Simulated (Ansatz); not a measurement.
# WSe2: rattled cells

This session takes WSe2 and sets out to see what random moves of the atoms cost.

Program: Ansatz 0.2.0. Level of theory: DFT PBEsol, scalar-relativistic, plane waves, PAW. These are calculated values, not measurements.

## 1. Starting point

The structure is hexagonal, space group P6_3/mmc (No. 194). Conventional cell: a = 3.290 Å, b = 3.290 Å, c = 12.970 Å, α = 90.00°, β = 90.00°, γ = 120.00°. W (site symmetry -6m2) has 6 Se at 2.53 Å in its first shell of neighbours. Around Se (site symmetry 3m) lie 3 W at 2.53 Å.

Coordinates:

```
W Se
1.0
     3.29000    0.00000    0.00000
    -1.64500    2.84922    0.00000
     0.00000    0.00000   12.97000
W Se
2 4
Direct
  0.33333 0.66667 0.25000
  0.66667 0.33333 0.75000
  0.33333 0.66667 0.62100
  0.66667 0.33333 0.12100
  0.33333 0.66667 0.87900
  0.66667 0.33333 0.37900
```

No relaxation comes first: the listed cell is the starting point.

## 2. Zero of energy

Reference values: F = -42213.5230 eV; pressure -1.24 GPa; largest force 0.130 eV/Å; gap on the mesh 0.94 eV. It was computed beforehand with the settings of the runs below.

## 3. Setting up rattled cells

All atoms are moved at random with no net shift, in some cells together with a random strain.

## 4. rms move = 0.396 Å

input.yaml reads:

```yaml
crystal:
  lattice:
    - [3.2314330207, -0.0115198158, 0.033829106]
    - [-1.6256929634, 2.8198883639, -0.0015593013]
    - [0.13336283, 0.0698989398, 13.0047860423]
  atoms:
    - { symbol: W, position: [0.3492711784, 0.8220547821, 0.2351479561] }
    - { symbol: W, position: [0.6512472744, 0.3634940419, 0.7745096032] }
    - { symbol: Se, position: [0.3406296261, 0.6356585824, 0.6165992773] }
    - { symbol: Se, position: [0.6177716727, 0.410789224, 0.1257923013] }
    - { symbol: Se, position: [0.3893359618, 0.5571766378, 0.8796442287] }
    - { symbol: Se, position: [0.6517442867, 0.2108267317, 0.3683066334] }
basis:
  ecutwfc: 420
kpoints:
  mp_grid: { grid: [12, 12, 2] }
hamiltonian:
  xc: pbesol
scf:
  occupations: { method: gaussian, width: 0.05 }
output:
  forces: true
  stress: true
  eigenvalues: true
```

On the command line:

```sh
$ ansatz run input.yaml --threads 2 --pin off --max-ram 5120MiB --backend cpu --events-out ev --progress --plain --runs-dir out
```

## 5. At rms move = 0.051 Å

input.yaml reads:

```yaml
crystal:
  lattice:
    - [3.1885979658, -0.0769853128, -0.0970856359]
    - [-1.6609702195, 2.8766543612, 0.0235895101]
    - [-0.3827359544, -0.1135904383, 13.473737283]
  atoms:
    - { symbol: W, position: [0.3330580016, 0.6653981925, 0.2461249473] }
    - { symbol: W, position: [0.6744579494, 0.3471493122, 0.7540441409] }
    - { symbol: Se, position: [0.3508405795, 0.6727930703, 0.619424172] }
    - { symbol: Se, position: [0.6544237785, 0.3181062848, 0.1218224628] }
    - { symbol: Se, position: [0.3321058037, 0.6776068275, 0.8800299357] }
    - { symbol: Se, position: [0.6551138875, 0.3189463128, 0.3785543412] }
basis:
  ecutwfc: 420
kpoints:
  mp_grid: { grid: [12, 12, 2] }
hamiltonian:
  xc: pbesol
scf:
  occupations: { method: gaussian, width: 0.05 }
output:
  forces: true
  stress: true
  eigenvalues: true
```

## 6. At rms move = 0.054 Å

input.yaml reads:

```yaml
crystal:
  lattice:
    - [3.2899984505, 0.0, 0.0]
    - [-1.6449992252, 2.8492222365, 0.0]
    - [0.0, 0.0, 12.97]
  atoms:
    - { symbol: W, position: [0.3372178186, 0.6601644017, 0.2543194314] }
    - { symbol: W, position: [0.6572163416, 0.3377361376, 0.7472475234] }
    - { symbol: Se, position: [0.34779553, 0.683025618, 0.6244043106] }
    - { symbol: Se, position: [0.6594705195, 0.3285166216, 0.1220357321] }
    - { symbol: Se, position: [0.3244594486, 0.6565377189, 0.8743591804] }
    - { symbol: Se, position: [0.6738403417, 0.3340195021, 0.3776338221] }
basis:
  ecutwfc: 420
kpoints:
  mp_grid: { grid: [12, 12, 2] }
hamiltonian:
  xc: pbesol
scf:
  occupations: { method: gaussian, width: 0.05 }
output:
  forces: true
  stress: true
  eigenvalues: true
```

## 7. At rms move = 0.202 Å

input.yaml reads:

```yaml
crystal:
  lattice:
    - [3.3762403909, 0.05260655, 0.1273732282]
    - [-1.6425615867, 2.8490590538, -0.0787165092]
    - [0.5021372486, -0.0684178778, 13.1942822651]
  atoms:
    - { symbol: W, position: [0.3221470496, 0.6758308763, 0.234706968] }
    - { symbol: W, position: [0.5707776675, 0.3017088514, 0.7581907699] }
    - { symbol: Se, position: [0.3718993105, 0.6679446955, 0.6293604634] }
    - { symbol: Se, position: [0.641692282, 0.2956531894, 0.1179704334] }
    - { symbol: Se, position: [0.3345734563, 0.6837128938, 0.8812312955] }
    - { symbol: Se, position: [0.7589102341, 0.3751494936, 0.3785400698] }
basis:
  ecutwfc: 420
kpoints:
  mp_grid: { grid: [12, 12, 2] }
hamiltonian:
  xc: pbesol
scf:
  occupations: { method: gaussian, width: 0.05 }
output:
  forces: true
  stress: true
  eigenvalues: true
```

## 8. At rms move = 0.358 Å

input.yaml reads:

```yaml
crystal:
  lattice:
    - [3.5175609451, 0.0661527204, -0.2346710684]
    - [-1.7014905361, 2.8129445048, 0.0742763777]
    - [-0.9251322768, -0.1960104242, 12.4814704581]
  atoms:
    - { symbol: W, position: [0.38246668, 0.6911134389, 0.2601708269] }
    - { symbol: W, position: [0.6179772602, 0.3667165933, 0.7276012495] }
    - { symbol: Se, position: [0.4480047431, 0.5930934088, 0.6231445072] }
    - { symbol: Se, position: [0.6802684329, 0.4042080223, 0.1336119239] }
    - { symbol: Se, position: [0.2298046805, 0.6244398073, 0.8580026142] }
    - { symbol: Se, position: [0.6414782034, 0.3204287294, 0.3974688783] }
basis:
  ecutwfc: 420
kpoints:
  mp_grid: { grid: [12, 12, 2] }
hamiltonian:
  xc: pbesol
scf:
  occupations: { method: gaussian, width: 0.05 }
output:
  forces: true
  stress: true
  eigenvalues: true
```

(Steps that only read results are left out.)

Q: Predict the outcome of this session.

**Answer**, as computed:

| quantity | value |
| --- | --- |
| costliest cell | 2599.8 meV/atom at an rms move of 0.358 Å |

The cost runs from 23.9 to 2599.8 meV/atom. Energy over the square of the rms move lies between 8.2 and 36.4 eV/Å² per atom; a harmonic solid under isotropic random moves would keep it roughly constant, while strain and close contacts change it. The gap on the mesh, 0.94 eV at the start, reads zero at rms move = 0.358. These runs have no spin-orbit coupling; with W it would split and shift bands. Layers here are held mostly by dispersion, which this level lacks, so their spacing and the stiffness across them are unreliable there. Where forces pass 15 eV/Å atoms stand far too close, the PAW spheres overlap strongly and those numbers are rough.
